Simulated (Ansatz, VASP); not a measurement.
AlRu in VASP and in Ansatz

```
Al Ru
1.0
     3.00500    0.00000    0.00000
     0.00000    3.00500    0.00000
     0.00000    0.00000    3.00500
Al Ru
1 1
Direct
  0.00000 0.00000 0.00000
  0.50000 0.50000 0.50000
```

Alike in both runs: functional PBE; k mesh 11 × 11 × 11; occupations fermi-dirac, width 0.1 eV; no spin polarisation.

Ansatz relaxed the structure, and its values are those at the end. VASP's run is a single point on that final structure, the one shown.

|  | VASP | Ansatz |
| --- | --- | --- |
| version | VASP 6.6.1 | Ansatz 0.2.0 |
| potentials or method | VASP PAW PBE potentials, release 64 (Al, Ru_pv) | PAW plane waves |
| plane-wave cutoff (eV) | 520 | 420 |
| valence electrons in the cell | 17 | 19 |

|  | VASP | Ansatz | Ansatz less VASP |
| --- | --- | --- | --- |
| gap on the k mesh at the Fermi level (eV) | none | none | - |
| pressure (GPa) | 0.0 | 0.0 | 0.00 |

A gap of «none» marks a metal or a gap that the smearing closes. The two sets of potentials don't hold the same shells in valence.
